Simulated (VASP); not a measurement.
A run of VASP 6.6.1:

INCAR

```
SYSTEM = Dy
PREC = Accurate
ENCUT = 520
EDIFF = 1E-7
ISMEAR = -1
SIGMA = 0.05
LREAL = .FALSE.
LASPH = .TRUE.
NELM = 150
ALGO = Normal
ISIF = 2
LWAVE = .FALSE.
LCHARG = .TRUE.
ISPIN = 2
MAGMOM = 5
LORBIT = 11
LMAXMIX = 6
GGA = PE
LELF = .TRUE.
LVHAR = .TRUE.
NBANDS = 20
```

The input KPOINTS:

```
regular mesh
0
G
  9 9 9
  0 0 0
```

File POSCAR:

```
Dy
1.0
   -1.9703590000      2.0547710000      1.9450630000
    2.0592700000     -2.0273130000      2.0065160000
    1.9413850000      1.9983380000     -1.9176050000
Dy
1
Direct
   -0.0068140000     -0.0010850000     -0.0133650000
```

Potentials or basis: VASP PAW PBE potentials, release 64 (Dy).

Command:

```bash
$ cat potpaw_PBE.64/Dy/POTCAR > POTCAR
$ mpirun -np 1 vasp_std > vasp.out
```

Hardware: 1 thread of Intel(R) Xeon(R) Platinum 8259CL CPU @ 2.50GHz (Skylake/Cascade Lake), on a shared host.

**Question.** How long does it take, and how much memory?

**Answer.** Run time: 26 min on 1 thread of Intel(R) Xeon(R) Platinum 8259CL CPU @ 2.50GHz (Skylake/Cascade Lake), on a shared host, peak memory 0.5 GiB. Counts: scf iterations 35, k points 365.
